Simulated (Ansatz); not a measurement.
ZrS under changes of volume

One of the cells (18.088 Å³/atom); the others are scaled copies at fixed shape and fractional positions:

```
Zr S
1.0
     0.00000    2.62500    2.62500
     2.62500    0.00000    2.62500
     2.62500    2.62500    0.00000
Zr S
1 1
Direct
  0.00000 0.00000 0.00000
  0.50000 0.50000 0.50000
```

```yaml
Program: Ansatz 0.2.0
Functional: PBEsol
Potentials_or_basis: Ansatz PAW
Cutoff: "420 eV (not typed: the program's choice for these potentials)"
k_mesh: 9 × 9 × 9
Occupations: fermi-dirac, width 0.05 eV
Spin: no spin polarisation
```

```csv
volume (Å³/atom),energy over the lowest point (meV/atom),pressure (GPa)
17.003,0.79,2.0
17.364,0.00,-1.2
17.726,5.95,-4.0
18.088,17.92,-6.5
18.450,35.25,-8.7
18.811,57.36,-10.7
19.173,?,?
```

What does the run at 19.173 Å³/atom give?

Energy over the lowest point 83.70 meV/atom; pressure -12.5 GPa.

Worked out: A Birch-Murnaghan fit of order 3 (a polynomial in V^(-2/3)) to the other rows has its minimum at 17.22 Å³/atom with B0 = V·E''(V) = 148 GPa and B' = 4.3. It gives 83.81 meV/atom at 19.173 Å³/atom, against the run's 83.70, and -dE/dV = -12.6 GPa, against -12.5.

Energies are extrapolated to zero smearing.

Caveats: the PAW data sets come from PBE, with cores solved anew for the run's functional, which leaves a small shift of forces and pressure.
